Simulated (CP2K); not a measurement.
The system is NbP.

```
Nb P
1.0
     6.20964    0.00000    0.00000
     4.40253    4.37919    0.00000
    -5.30608   -2.18960    2.36870
Nb P
2 2
Direct
  0.24988 0.74988 0.50000
  0.49988 0.49988 0.00000
  0.83275 0.33275 0.50000
  0.08275 0.08275 0.00000
```

The cell is a database's computed one.

* Program: CP2K 2026.2
* Task: single point
* Functional: PBE
* Potentials or basis: POTENTIAL_UZH Nb GTH-PBE-q13, P GTH-PBE-q5; TZVP-MOLOPT-PBE-GTH basis
* Density cutoff: 6123 eV
* k mesh: 11 × 11 × 11
* Occupations: fermi-dirac, width 0.05 eV
* Spin: no spin polarisation

On this cell: pressure 0.2 GPa; largest force 0.023 eV/Å; band gap on the k mesh none (metal or under the smearing width).

The same run follows on a disturbed copy (atoms moved at random, drawn with an rms of 0.05 Å):

```
CELL_PARAMETERS angstrom
6.20964 0.00000 0.00000
4.40253 4.37919 0.00000
-5.30608 -2.18960 2.36870
ATOMIC_POSITIONS crystal
Nb 0.25356 0.73558 0.47828
Nb 0.49819 0.49312 0.98852
P 0.84694 0.31408 0.49538
P 0.06652 0.07829 0.98995
```

What does the disturbed cell give?

The energy (extrapolated to zero smearing) moves by +28.3 meV/atom; pressure 0.8 GPa; largest force 1.295 eV/Å; band gap on the k mesh none (metal or under the smearing width).

Forces in eV/Å, atoms in the order of the input:
```
Nb  -1.024 -0.510  0.486
Nb  -0.305  0.004  0.074
P    0.040  0.593 -0.462
P    1.289 -0.087 -0.098
```

Stress tensor (GPa, compression positive):
```
-1.01 -1.37  0.44
-1.37  1.48 -0.47
 0.44 -0.47  2.02
```

Caveats: the basis of atomic orbitals isn't converged, which shifts pressures, moduli and gaps.
